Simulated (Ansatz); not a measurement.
The system is SiC (Moissanite).

```
CELL_PARAMETERS angstrom
3.07600 0.00000 0.00000
-1.53800 2.66389 0.00000
0.00000 0.00000 5.04800
ATOMIC_POSITIONS crystal
Si 0.66667 0.33333 0.50000
Si 0.33333 0.66667 0.00000
C 0.66667 0.33333 0.88500
C 0.33333 0.66667 0.38500
```

* Program: Ansatz 0.2.0
* Task: relaxation of cell and atoms
* Functional: LDA
* Potentials or basis: Ansatz PAW
* Cutoff: 420 eV (not typed: the program's choice for these potentials)
* k mesh: 10 × 10 × 5
* Occupations: fermi-dirac, width 0.05 eV
* Spin: no spin polarisation

At the start: volume 10.34 Å³/atom.

Question: Where does the relaxation end?

Answer: It ends after 8 steps and the volume is 10.14 Å³/atom (-1.9 %); space group P6_3mc (No. 186, to 0.05 Å).

The path:
```
step  energy change (eV)  largest force (eV/Å)  volume (Å³)
   1              0.0000                0.7327        41.36
   2             -0.0298                0.4332        40.95
   3             -0.0434                0.1642        40.38
   4             -0.0474                0.0022        40.58
   5             -0.0474                0.0006        40.59
   6             -0.0456                0.0007        40.59
   7             -0.0456                0.0001        40.58
   8             -0.0456                0.0001        40.58
```

Final structure:
```
Si C
1.0
     3.05636    0.00000    0.00000
    -1.52818    2.64689    0.00000
     0.00000    0.00000    5.01587
Si C
2 2
Direct
  0.66667 0.33333 0.50459
  0.33333 0.66667 0.00459
  0.66667 0.33333 0.88041
  0.33333 0.66667 0.38041
```

Caveat: the plane-wave basis is chosen anew once the cell has moved, so the energies of steps on either side of that aren't comparable; the pressure holds a Pulay correction of +0.4 GPa for the finite cutoff; the PAW data sets come from PBE, with cores solved anew for the run's functional, which leaves a small shift of forces and pressure.
